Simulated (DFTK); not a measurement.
Runs of DFTK 0.8.2 on Au. Symmetry: Fm-3m, No. 225, cubic system. The conventional cell has a = 4.070 Å, b = 4.070 Å, c = 4.070 Å, α = 90.00°, β = 90.00°, γ = 90.00°. Au (site symmetry m-3m) is surrounded by 12 Au at 2.88 Å. 

```tsv
task	level	potentials or basis	k mesh	cutoff (eV)	valence electrons	gap on the mesh (eV)	pressure (GPa)	V0 of scaled cells (Å³/atom)	B0 (GPa)
band structure	BJ06	SG15 1.2 (PBE)	11 × 11 × 11	1225	Au 19	none	-	-	-
band structure	BJ06	in-house norm-conserving set (r2SCAN, scalar relativistic)	10 × 10 × 10	1034	Au 19	none	-	-	-
band structure	r2SCAN	in-house norm-conserving set (r2SCAN, scalar relativistic)	10 × 10 × 10	1034	Au 19	none	7.6	-	-
band structure	r2SCAN	SG15 1.2 (PBE)	11 × 11 × 11	1225	Au 19	none	(a)	-	-
band structure	LDA	SG15 1.2 (PBE)	11 × 11 × 11	1225	Au 19	none	-2.6	-	-
band structure	PBEsol	cp2k.nc.sr.pbe.v0_1.semicore.gth (PBE, GTH)	11 × 11 × 11	1197	Au 11	none	8.1	-	-
equation of state	PBEsol	dojo.nc.sr.pbesol.v0_4_1.standard.upf (PBEsol)	11 × 11 × 11	1034	Au 19	-	-	16.97	176
equation of state	PBEsol	cp2k.nc.sr.pbe.v0_1.semicore.gth (PBE, GTH)	9 × 9 × 9	1197	Au 11	-	-	17.59	169
equation of state	AM05	SG15 1.2 (PBE)	8 × 8 × 8	952	Au 19	-	-	17.06	172
equation of state	LDA	cp2k.nc.sr.lda.v0_1.semicore.gth (LDA, GTH)	9 × 9 × 9	1197	Au 11	-	-	17.04	187
band structure	LDA	cp2k.nc.sr.lda.v0_1.semicore.gth (LDA, GTH)	11 × 11 × 11	1197	Au 11	none	(b)	-	-
band structure	PBEsol	SG15 1.2 (PBE)	11 × 11 × 11	1225	Au 19	none	1.9	-	-
```

Alike in all rows: no spin polarisation; cell as given; smearing fermi-dirac 0.05 eV.

**Question.** Estimate the missing entries.

**Answer.** (a) 6.3; (b) 2.1.

Caveats: the potentials were made for another functional, which shifts forces and pressure (some runs); GTH potentials come without recommended cutoffs, and this one wasn't checked for convergence (some runs); the program leaves the constant c of mgga_x_tb09 at 1, so the potential is Becke-Johnson's (BJ06) and not Tran and Blaha's, with levels but no total energy (some runs).

A k mesh can miss the band edges, and the runs leave out spin-orbit coupling on Au.

A gap of «none» marks a metal or a gap under the smearing width.

Not every run made on this cell is shown here.
